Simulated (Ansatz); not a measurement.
AlNi:

```
CELL_PARAMETERS angstrom
2.88100 0.00000 0.00000
0.00000 2.88100 0.00000
0.00000 0.00000 2.88100
ATOMIC_POSITIONS crystal
Ni 0.50000 0.50000 0.50000
Al 0.00000 0.00000 0.00000
```

```yaml
Program: Ansatz 0.2.0
Task: relaxation of cell and atoms
Functional: BLYP
Dispersion: D4
Potentials_or_basis: Ansatz PAW
Cutoff: "420 eV (not typed: the program's choice for these potentials)"
k_mesh: 9 × 9 × 9
Occupations: fermi-dirac, width 0.05 eV
Spin: collinear spin, ferromagnetic start
Starting_moments: "[1.0, 0.0] μB"
```

At the start: volume 11.96 Å³/atom.

**Question.** How do energy, volume and symmetry change on relaxing?

**Answer.** It ends after 5 steps and the volume is 11.61 Å³/atom (-2.9 %); space group Pm-3m (No. 221, to 0.05 Å); moment 0.00 μB per cell.

The path:
| step | energy change (eV) | largest force (eV/Å) | volume (Å³) |
| --- | --- | --- | --- |
| 1 | 0.0000 | 0.0000 | 23.91 |
| 2 | -0.0086 | 0.0000 | 23.51 |
| 3 | -0.0106 | 0.0000 | 23.21 |
| 4 | -0.0106 | 0.0000 | 23.23 |
| 5 | -0.0103 | 0.0000 | 23.23 |

Final structure:
```
CELL_PARAMETERS angstrom
2.85312 0.00000 0.00000
0.00000 2.85312 0.00000
0.00000 0.00000 2.85312
ATOMIC_POSITIONS crystal
Ni 0.50000 0.50000 0.50000
Al 0.00000 0.00000 0.00000
```

Caveat: the plane-wave basis is chosen anew once the cell has moved, so the energies of steps on either side of that aren't comparable; the PAW data sets come from PBE, with cores solved anew for the run's functional, which leaves a small shift of forces and pressure; the starting moments weren't kept.
